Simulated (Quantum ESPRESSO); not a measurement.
Set up this calculation in Quantum ESPRESSO 7.5, as the native input.

```
Task                : band structure
Functional          : r2SCAN
Potentials or basis : SG15 PBE 1.2
Cutoff              : 952 eV
Density cutoff      : 3810 eV
k mesh              : 5 × 5 × 5
Occupations         : fermi-dirac, width 0.05 eV
Spin                : no spin polarisation
Symmetry            : off
Mixing beta         : 0.5
Most SCF iterations : 120
SCF threshold       : 1e-08 Ry
```

Ge:

```
CELL_PARAMETERS angstrom
0.00000 2.88574 5.11566
2.63050 0.00000 5.11566
2.63050 2.88574 0.00000
ATOMIC_POSITIONS crystal
Ge 0.72649 0.27351 0.72649
Ge 0.27351 0.72649 0.27351
Ge 0.21813 0.21813 0.78187
Ge 0.78187 0.78187 0.21813
```

This isn't the form of Ge at room conditions, which is diamond.

The input as run:

pw.in

```
&CONTROL
  calculation = 'scf'
  prefix = 'pwscf'
  outdir = './tmp'
  pseudo_dir = './pseudo'
  tprnfor = .true.
  tstress = .true.
  disk_io = 'low'
/
&SYSTEM
  ibrav = 0
  celldm(1) = 8
  nat = 4
  ntyp = 1
  ecutwfc = 70
  nbnd = 38
  input_dft = 'r2scan'
  occupations = 'smearing'
  smearing = 'fd'
  degauss = 0.00367493
  nosym = .true.
/
&ELECTRONS
  conv_thr = 1d-08
  electron_maxstep = 120
  mixing_beta = 0.5
/
ATOMIC_SPECIES
Ge    72.6300 Ge_ONCV_PBE-1.2.upf
CELL_PARAMETERS alat
  0.0000000000000   0.6816572833597   1.2084007244167
  0.6213648627062   0.0000000000000   1.2084007244167
  0.6213648627062   0.6816572833597   0.0000000000000
ATOMIC_POSITIONS crystal
Ge     0.7264900000    0.2735100000    0.7264900000
Ge     0.2735100000    0.7264900000    0.2735100000
Ge     0.2181330000    0.2181330000    0.7818670000
Ge     0.7818670000    0.7818670000    0.2181330000
K_POINTS automatic
5 5 5 0 0 0
```

bands.in

```
&CONTROL
  calculation = 'bands'
  prefix = 'pwscf'
  outdir = './tmp'
  pseudo_dir = './pseudo'
  disk_io = 'low'
  verbosity = 'high'
/
&SYSTEM
  ibrav = 0
  celldm(1) = 8
  nat = 4
  ntyp = 1
  ecutwfc = 70
  nbnd = 38
  input_dft = 'r2scan'
  occupations = 'smearing'
  smearing = 'fd'
  degauss = 0.00367493
  nosym = .true.
/
&ELECTRONS
  conv_thr = 1d-08
  electron_maxstep = 120
  mixing_beta = 0.5
  diago_full_acc = .true.
  startingwfc = 'random'
/
ATOMIC_SPECIES
Ge    72.6300 Ge_ONCV_PBE-1.2.upf
CELL_PARAMETERS alat
  0.0000000000000   0.6816572833597   1.2084007244167
  0.6213648627062   0.0000000000000   1.2084007244167
  0.6213648627062   0.6816572833597   0.0000000000000
ATOMIC_POSITIONS crystal
Ge     0.7264900000    0.2735100000    0.7264900000
Ge     0.2735100000    0.7264900000    0.2735100000
Ge     0.2181330000    0.2181330000    0.7818670000
Ge     0.7818670000    0.7818670000    0.2181330000
K_POINTS crystal
60
 0.0000000000  0.0000000000  0.0000000000 1
 0.0833333333  0.0000000000  0.0833333333 1
 0.1666666667  0.0000000000  0.1666666667 1
 0.2500000000  0.0000000000  0.2500000000 1
 0.3333333333  0.0000000000  0.3333333333 1
 0.4166666667  0.0000000000  0.4166666667 1
 0.5000000000  0.0000000000  0.5000000000 1
 0.5000000000  0.1083705569  0.6083705569 1
 0.4476313230  0.1518849394  0.5995162624 1
 0.3952626459  0.1953993220  0.5906619679 1
 0.3428939689  0.2389137046  0.5818076735 1
 0.2905252918  0.2824280872  0.5729533790 1
 0.2381566148  0.3259424697  0.5640990845 1
 0.1857879378  0.3694568523  0.5552447900 1
 0.1334192607  0.4129712349  0.5463904956 1
 0.0810505837  0.4564856174  0.5375362011 1
 0.0286819066  0.5000000000  0.5286819066 1
 0.0000000000  0.5000000000  0.5000000000 1
 0.0000000000  0.4375000000  0.4375000000 1
 0.0000000000  0.3750000000  0.3750000000 1
 0.0000000000  0.3125000000  0.3125000000 1
 0.0000000000  0.2500000000  0.2500000000 1
 0.0000000000  0.1875000000  0.1875000000 1
 0.0000000000  0.1250000000  0.1250000000 1
 0.0000000000  0.0625000000  0.0625000000 1
 0.0000000000  0.0000000000  0.0000000000 1
 0.1250000000  0.1250000000  0.0000000000 1
 0.2500000000  0.2500000000  0.0000000000 1
 0.3750000000  0.3750000000  0.0000000000 1
 0.5000000000  0.5000000000  0.0000000000 1
 0.5673311562  0.5000000000  0.0673311562 1
 0.6346623124  0.5000000000  0.1346623124 1
 0.7019934686  0.5000000000  0.2019934686 1
 0.7693246248  0.5000000000  0.2693246248 1
 0.8366557810  0.5000000000  0.3366557810 1
 0.9039869372  0.5000000000  0.4039869372 1
 0.9713180934  0.5000000000  0.4713180934 1
 0.9098640972  0.4098640972  0.5000000000 1
 0.7732427315  0.3093662504  0.5361235190 1
 0.6366213657  0.2088684037  0.5722470379 1
 0.5000000000  0.1083705569  0.6083705569 1
 0.5000000000  0.8916294431  0.3916294431 1
 0.5000000000  0.8263578693  0.3263578693 1
 0.5000000000  0.7610862954  0.2610862954 1
 0.5000000000  0.6958147216  0.1958147216 1
 0.5000000000  0.6305431477  0.1305431477 1
 0.5000000000  0.5652715739  0.0652715739 1
 0.5000000000  0.5000000000  0.0000000000 1
 0.0000000000  0.5000000000  0.5000000000 1
 0.0901359028  0.5901359028  0.5000000000 1
 0.9098640972  0.4098640972  0.5000000000 1
 0.7732427315  0.2732427315  0.5000000000 1
 0.6366213657  0.1366213657  0.5000000000 1
 0.5000000000  0.0000000000  0.5000000000 1
 0.5000000000  0.5000000000  0.5000000000 1
 0.4000000000  0.4000000000  0.4000000000 1
 0.3000000000  0.3000000000  0.3000000000 1
 0.2000000000  0.2000000000  0.2000000000 1
 0.1000000000  0.1000000000  0.1000000000 1
 0.0000000000  0.0000000000  0.0000000000 1
```

Potentials or basis: SG15 PBE 1.2.

The run is started by

```sh
$ OMP_NUM_THREADS=1 mpirun -n 2 pw.x -nk 2 -in pw.in > pw.out
$ OMP_NUM_THREADS=1 mpirun -n 2 pw.x -nk 2 -in bands.in > bands.out
```

It gave:

| Item | Value |
| --- | --- |
| Pressure | -4.3 GPa |
| Largest force | 0.390 eV/Å |
| Band gap on the k mesh | none (metal or under the smearing width) |

Caveat: the k mesh is coarse; the potentials were made for another functional, which shifts forces and pressure.

It took 4.1 min on 2 MPI ranks on AMD EPYC 9R45 96-Core Processor (Zen 5), on a shared host, peak memory 0.44 GiB a rank.
